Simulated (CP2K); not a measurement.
**MgTe under changes of volume**

One of the cells (33.761 Å³/atom); the others are scaled copies at fixed shape and fractional positions:

```
CELL_PARAMETERS angstrom
4.57074 0.00000 0.00000
2.28537 3.95837 0.00000
2.28537 1.31946 3.73199
ATOMIC_POSITIONS crystal
Te 0.25000 0.25000 0.25000
Mg 0.00000 0.00000 0.00000
```

The cell comes from a database or a generator and needn't be the stable form of this composition.

```yaml
Program: CP2K 2026.2
Functional: PBEsol
Potentials_or_basis: POTENTIAL_UZH Te GTH-PBE-q6, Mg GTH-PBE-q10; TZVP-MOLOPT-PBE-GTH basis
Density_cutoff: 19048 eV
k_mesh: 7 × 7 × 7
Occupations: fermi-dirac, width 0.05 eV
Spin: no spin polarisation
```

```csv
volume (Å³/atom),energy over the lowest point (meV/atom),pressure (GPa),gap on the mesh (eV)
31.735,29.74,3.5,2.37
32.410,?,?,?
33.086,7.89,1.7,2.19
33.761,2.37,0.9,2.10
34.436,0.00,0.2,2.02
35.111,0.46,-0.4,1.94
35.787,3.48,-1.0,1.87
```

Problem. What does the run at 32.410 Å³/atom give?

Solution. Energy over the lowest point 16.89 meV/atom; pressure 2.6 GPa; gap on the mesh 2.28 eV.

Worked out: A Birch-Murnaghan fit of order 3 (a polynomial in V^(-2/3)) to the other rows has its minimum at 34.66 Å³/atom with B0 = V·E''(V) = 33 GPa and B' = 4.2. It gives 16.89 meV/atom at 32.410 Å³/atom, against the run's 16.89, and -dE/dV = 2.6 GPa, against 2.6. A straight line through the other rows of the gap, of slope -4.18 eV per unit of ln V (its deformation potential), gives 2.28 eV, against the run's 2.28.

Energies are extrapolated to zero smearing.

Caveats: the potentials were made for another functional, which shifts forces and pressure; spin-orbit coupling is left out, which moves the levels of the heavy elements; the basis of atomic orbitals isn't converged, which shifts pressures, moduli and gaps.
